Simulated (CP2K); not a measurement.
**CdSe (Cadmoselite) in CP2K: the effect of functional**

The system is CdSe (Cadmoselite).

```
CELL_PARAMETERS angstrom
4.30000 0.00000 0.00000
-2.15000 3.72391 0.00000
0.00000 0.00000 7.02000
ATOMIC_POSITIONS crystal
Cd 0.66667 0.33333 0.50000
Cd 0.33333 0.66667 0.00000
Se 0.66667 0.33333 0.88500
Se 0.33333 0.66667 0.38500
```

Alike in all runs:

* Program: CP2K 2026.2
* Task: atomic charges
* Potentials or basis: POTENTIAL_UZH Cd GTH-PBE-q12, Se GTH-PBE-q6; TZVP-MOLOPT-PBE-GTH basis
* Density cutoff: 9184 eV
* k mesh: 7 × 7 × 4
* Occupations: fermi-dirac, width 0.05 eV
* Spin: no spin polarisation

```csv
functional,gap on the mesh (eV),pressure (GPa),largest force (eV/Å)
PBE,0.70,3.6,0.31
LDA,0.42,0.1,0.30
PBEsol,?,?,?
BEEF-vdW,0.85,4.8,0.32
OLYP,1.07,4.9,0.29
rev-vdW-DF2,0.58,3.0,0.32
TPSS,0.80,3.2,0.30
```

Question: What does the run with functional PBEsol give?

Answer: gap on the mesh 0.54 eV; pressure 1.3 GPa; largest force 0.30 eV/Å.

Caveats: the basis of atomic orbitals isn't converged, which shifts pressures, moduli and gaps; the potentials were made for another functional, which shifts forces and pressure (some runs).

